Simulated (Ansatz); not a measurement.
# BaHfO₃, space group P4mm: a relaxation driven by ASE

Computed with Ansatz 0.2.0, Python API.

At the Python prompt:
```pycon
>>> import warnings
>>> import ansatz as az
>>> from ase import Atoms
>>> from ase.calculators.calculator import Calculator, all_changes
>>> from ase.optimize import BFGSLineSearch
>>> import numpy as np
>>> class AnsatzEngine(Calculator):
...     implemented_properties = ["energy", "free_energy", "forces"]
...     def calculate(self, atoms=None, properties=("energy",), system_changes=all_changes):
...         super().calculate(atoms, properties, system_changes)
...         bare = self.atoms.copy()
...         bare.set_constraint()
...         bare.set_momenta(None)
...         job = (
...             az.Crystal.from_ase(bare).calculation()
...             .basis(18 * az.Ha)
...             .occupations("Fixed")
...             .functional("pbe")
...             .pseudopotentials("paw")
...             .kpoints(4, 4, 4)
...             .forces()
...         )
...         report = job.run().report
...         self.results["free_energy"] = report["lagrangian_ev"]
...         self.results["energy"] = report.get("lagrangian_sigma0_ev", report["lagrangian_ev"])
...         self.results["forces"] = np.array(report["forces_ev_ang"])
...
>>> warnings.simplefilter("ignore")
>>> atoms = Atoms(
...     ["Ba", "Hf", "O", "O", "O"],
...     cell=[(4.16957, 0.0, 0.0), (0.0, 4.16957, 0.0), (0.0, 0.0, 4.17038)],
...     scaled_positions=[
...         (0.5, 0.5, 0.99642),
...         (0.0, 0.0, 0.49788),
...         (0.0, 0.5, 0.49889),
...         (0.5, 0.0, 0.49889),
...         (0.0, 0.0, 0.99794),
...     ],
...     pbc=True,
... )
>>> atoms.rattle(0.1, seed=29)
>>> atoms.calc = AnsatzEngine()
>>> before = atoms.get_potential_energy(), atoms.get_volume()
>>> optimiser = BFGSLineSearch(atoms, logfile=None)
>>> def tell():
...     fmax = np.linalg.norm(atoms.get_forces(), axis=1).max()
...     print(f"step {optimiser.nsteps:2d}  E = {atoms.get_potential_energy():.5f} eV  fmax = {fmax:.4f}  V = {atoms.get_volume():.3f} A^3")
...
>>> optimiser.attach(tell)
>>> met = optimiser.run(fmax=0.02, steps=15)
step  0  E = -23382.15517 eV  fmax = 1.9680  V = 72.503 A^3
step  1  E = -23382.34801 eV  fmax = 0.6528  V = 72.503 A^3
step  2  E = -23382.38858 eV  fmax = 0.3268  V = 72.503 A^3
step  3  E = -23382.40663 eV  fmax = 0.2212  V = 72.503 A^3
step  4  E = -23382.41283 eV  fmax = 0.0763  V = 72.503 A^3
step  5  E = -23382.41340 eV  fmax = 0.0062  V = 72.503 A^3
>>> print("threshold met:", bool(met), " energy gained:", round(before[0] - atoms.get_potential_energy(), 5), "eV")
threshold met: True  energy gained: 0.25823 eV
>>> print("cell lengths and angles:", np.round(atoms.cell.cellpar(), 3))
cell lengths and angles: [ 4.17  4.17  4.17 90.   90.   90.  ]
>>> np.round(atoms.get_scaled_positions(), 4)
array([[0.4802, 0.5132, 0.0147],
       [0.98  , 0.0134, 0.515 ],
       [0.9803, 0.5136, 0.5154],
       [0.4799, 0.0139, 0.5149],
       [0.9794, 0.0138, 0.015 ]])
```

Notes:
- Total energies depend on the potentials; only differences at equal settings carry meaning. A total without «per atom» is that of the whole cell that was run.
- Spin is left out of this run.
- Within a few hundredths of an angstrom the cell has the higher group Pm-3m; the lower one is a small distortion.
- Spin-orbit coupling, which matters for elements this heavy, is left out.
- The structure comes from a database of computed cells and needn't be a stable or known phase.
- Run time: 68 s on 1 thread of Arm Neoverse V2, with other jobs on the host, peak memory 0.49 GiB.
